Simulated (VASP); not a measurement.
## Zn15GaO16 (a cell with a defect) (zincite): electric field gradients with PBE

Crystal: Zn15GaO16 (a cell with a defect) (zincite).

```
Ga Zn O
1.0
     6.49862    0.00000    0.00000
    -3.24931    5.62797    0.00000
     0.00000    0.00000   10.41142
Ga Zn O
1 15 16
Cartesian
  0.0000 1.8760 2.6029
  0.0000 1.8760 7.8086
  -1.6247 4.6900 2.6029
  -1.6247 4.6900 7.8086
  3.2493 1.8760 2.6029
  3.2493 1.8760 7.8086
  1.6247 4.6900 2.6029
  1.6247 4.6900 7.8086
  1.6247 0.9380 0.0000
  1.6247 0.9380 5.2057
  0.0000 3.7520 0.0000
  0.0000 3.7520 5.2057
  4.8740 0.9380 0.0000
  4.8740 0.9380 5.2057
  3.2493 3.7520 0.0000
  3.2493 3.7520 5.2057
  1.6247 0.9380 1.9730
  1.6247 0.9380 7.1787
  0.0000 3.7520 1.9730
  0.0000 3.7520 7.1787
  4.8740 0.9380 1.9730
  4.8740 0.9380 7.1787
  3.2493 3.7520 1.9730
  3.2493 3.7520 7.1787
  0.0000 1.8760 4.5759
  0.0000 1.8760 9.7816
  -1.6247 4.6900 4.5759
  -1.6247 4.6900 9.7816
  3.2493 1.8760 4.5759
  3.2493 1.8760 9.7816
  1.6247 4.6900 4.5759
  1.6247 4.6900 9.7816
```

| Item | Value |
| --- | --- |
| Program | VASP 6.6.1 |
| Task | electric field gradients |
| Functional | PBE |
| Potentials or basis | VASP PAW PBE potentials, release 64 (Ga_d, Zn, O) |
| Cutoff | 520 eV |
| k mesh | 3 × 3 × 2 |
| Occupations | fermi-dirac, width 0.01 eV |
| Spin | no spin polarisation |
| Dipole correction | no |
| Charge | 1 |
| Further INCAR settings | LREAL = Auto; ALGO = Fast; EDIFF = 1e-08; NBANDS = 166; NELECT = 288.0 |

```json
{
 "Largest force": "1.887 eV/Å",
 "Band gap on the k mesh": "0.34 eV, direct"
}
```

Forces on the atoms (eV/Å):
```
Ga   0.000  0.000  0.120
Zn   0.000  0.000 -0.147
Zn  -0.418 -0.241  0.346
Zn  -0.031 -0.018 -0.167
Zn   0.000  0.482  0.346
Zn   0.000  0.035 -0.167
Zn   0.418 -0.241  0.346
Zn   0.031 -0.018 -0.167
Zn   0.064 -0.037 -0.930
Zn   0.442 -0.255  0.470
Zn   0.000  0.074 -0.930
Zn   0.000  0.510  0.470
Zn  -0.064 -0.037 -0.930
Zn  -0.442 -0.255  0.470
Zn   0.000  0.000 -0.412
Zn   0.000  0.000  0.240
O   -1.276  0.736  0.696
O   -0.066  0.038 -0.113
O    0.000 -1.473  0.696
O    0.000 -0.076 -0.113
O    1.276  0.736  0.696
O    0.066  0.038 -0.113
O    0.000  0.000  0.187
O    0.000  0.000 -0.002
O    0.000  0.000 -1.887
O    0.000  0.000  0.569
O    0.057  0.033 -0.298
O    0.085  0.049  0.441
O    0.000 -0.066 -0.298
O    0.000 -0.099  0.441
O   -0.057  0.033 -0.298
O   -0.085  0.049  0.441
```

Levels at points of the mesh, in eV from the valence-band top:
| k point | band 140 | band 141 | band 142 | band 143 | band 144 | band 145 | band 146 | band 147 | band 148 | band 149 |
| --- | --- | --- | --- | --- | --- | --- | --- | --- | --- | --- |
| (0.00, 0.00, 0.00) | -0.47 | -0.47 | -0.28 | 0.00 | 0.00 | 0.34 | 2.80 | 3.26 | 4.34 | 4.84 |
| (0.00, 0.00, 0.50) | -0.72 | -0.41 | -0.41 | -0.01 | -0.01 | 1.24 | 1.85 | 3.71 | 4.53 | 4.74 |

Electric field gradients, principal values (V/Å²):
| atom | Vxx | Vyy | Vzz |
| --- | --- | --- | --- |
| 1 Ga | 0.887 | 0.891 | -1.779 |
| 2 Zn | -3.250 | -3.253 | 6.503 |
| 3 Zn | 5.387 | 6.962 | -12.348 |
| 4 Zn | -1.727 | -2.446 | 4.173 |
| 5 Zn | 5.387 | 6.962 | -12.348 |
| 6 Zn | -1.727 | -2.446 | 4.173 |
| 7 Zn | 5.390 | 6.954 | -12.344 |
| 8 Zn | -1.729 | -2.444 | 4.173 |
| 9 Zn | -6.055 | -8.049 | 14.104 |
| 10 Zn | -3.740 | -5.693 | 9.432 |
| 11 Zn | -6.057 | -8.047 | 14.104 |
| 12 Zn | -3.738 | -5.693 | 9.430 |
| 13 Zn | -6.057 | -8.047 | 14.104 |
| 14 Zn | -3.738 | -5.693 | 9.430 |
| 15 Zn | -2.514 | -2.517 | 5.031 |
| 16 Zn | 1.626 | 1.629 | -3.255 |
| 17 O | -17.982 | -27.064 | 45.046 |
| 18 O | -1.448 | -3.096 | 4.544 |
| 19 O | -17.975 | -27.065 | 45.040 |
| 20 O | -1.454 | -3.089 | 4.543 |
| 21 O | -17.975 | -27.065 | 45.040 |
| 22 O | -1.454 | -3.089 | 4.543 |
| 23 O | 5.701 | 5.709 | -11.410 |
| 24 O | -0.993 | -1.002 | 1.995 |
| 25 O | -21.259 | -21.268 | 42.527 |
| 26 O | -2.044 | -2.053 | 4.098 |
| 27 O | 0.679 | 3.895 | -4.574 |
| 28 O | 0.536 | 2.617 | -3.153 |
| 29 O | 0.679 | 3.895 | -4.574 |
| 30 O | 0.536 | 2.617 | -3.153 |
| 31 O | 0.679 | 3.889 | -4.568 |
| 32 O | 0.529 | 2.619 | -3.148 |

It took 12 min on 1 thread of AMD EPYC 9R14 (Zen 4) (shared host), peak memory 0.55 GiB.

Caveat: the cell carries a net charge on a neutralising background, which shifts energy and pressure; the cell is charged against a uniform background, so pressure and absolute levels hang on convention. As with any semilocal functional, this PBE gap is likely too small.
